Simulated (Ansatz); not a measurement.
The system is Mg3Sb2.

```
Sb Mg
1.0
     4.58200    0.00000    0.00000
    -2.29100    3.96813    0.00000
     0.00000    0.00000    7.24400
Sb Mg
2 3
Cartesian
  2.2910 1.3227 5.5417
  0.0000 2.6454 1.7023
  0.0000 0.0000 0.0000
  2.2910 1.3227 2.6803
  0.0000 2.6454 4.5637
```

Base run:

```yaml
Program: Ansatz 0.2.0
Functional: PBEsol
Potentials_or_basis: Ansatz PAW
Cutoff: 420 eV
Density_cutoff: 1680 eV
k_mesh: 7 × 7 × 4
Occupations: fermi-dirac, width 0.05 eV
Spin: no spin polarisation
```

Its results: band gap on the k mesh 0.36 eV, indirect (least direct gap 1.11 eV); pressure -0.5 GPa; largest force 0.451 eV/Å.

Q: The run is repeated on the same cell with these changes: functional from PBEsol to r2SCAN; cutoff from 420 eV to 500 eV; density cutoff from 1680 eV to 2000 eV. What comes out?

A: Band gap on the k mesh 0.79 eV, indirect (least direct gap 1.86 eV); pressure 0.0 GPa; largest force 0.339 eV/Å.

r2SCAN gives the wider gap, since meta-GGAs in the generalised Kohn-Sham scheme recover part of the derivative discontinuity.

Caveats: the k mesh misses the band edges, so the gap on the mesh is wider than the one along the path; spin-orbit coupling is left out, which moves the levels of the heavy elements; the PAW data sets come from PBE, with cores solved anew for the run's functional, which leaves a small shift of forces and pressure.

Not every run made on this cell is shown here.
